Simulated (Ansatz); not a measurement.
Here is an Ansatz 0.2.0 calculation.

Contents of input.yaml:

```yaml
crystal:
  lattice:
    - [0.0, 2.702, 2.702]
    - [2.702, 0.0, 2.702]
    - [2.702, 2.702, 0.0]
  atoms:
    - { symbol: Zn, position: [0.75, 0.75, 0.75] }
    - { symbol: S, position: [0.0, 0.0, 0.0] }
hamiltonian:
  xc: pbesol
  pseudopotentials: { kind: paw }
kpoints:
  mp_grid: { grid: [9, 9, 9] }
  band_path:
    path:
      - [[0.0, 0.0, 0.0], [0.5, 0.0, 0.5], [0.5, 0.25, 0.75], [0.375, 0.375, 0.75], [0.0, 0.0, 0.0], [0.5, 0.5, 0.5], [0.625, 0.25, 0.625], [0.5, 0.25, 0.75], [0.5, 0.5, 0.5], [0.375, 0.375, 0.75]]
      - [[0.625, 0.25, 0.625], [0.5, 0.0, 0.5]]
    npoints: 14
scf:
  occupations: { method: fermi_dirac, width: 0.05 }
  n_extra_bands: 6
output:
  forces: true
  stress: true
  eigenvalues: true
  fatbands: false
  write_density: true
  write_potential: true
  elf: true
  volumetric_format: npy
```

Potentials or basis: Ansatz PAW.

Launch:

```sh
$ ansatz run input.yaml --threads 2 --pin off --max-ram 5632MiB --backend cpu --events-out ev --progress --plain --runs-dir out
```

(1) Estimate the band gap along the path.

(2) What does it give for the band gap on the k mesh?

(3) Predict the pressure.

## Answers

(1) 1.97 eV, direct.

(2) 1.97 eV, direct.

(3) -2.0 GPa.

Caveat: the PAW data sets come from PBE, with cores solved anew for the run's functional, which leaves a small shift of forces and pressure.

**What was measured.**

From “Electronic, vibrational, and thermodynamic properties of ZnS (zincblende and rocksalt structure)”, 2009, arxiv:0911.5022, for a bulk crystal of ZnS at 19 K: band gap 3.85 eV (direct).

Measured gap of ZnS: 3.85 eV (direct; 19 K; quoted in “Electronic, vibrational, and thermodynamic properties of ZnS (zincblende and rocksalt structure)”, 2009, arxiv:0911.5022). This calculation gives 1.97 eV (-1.88 eV). The value is that of PBEsol, without temperature or zero-point motion. Semilocal functionals fall short of measured gaps as a rule.
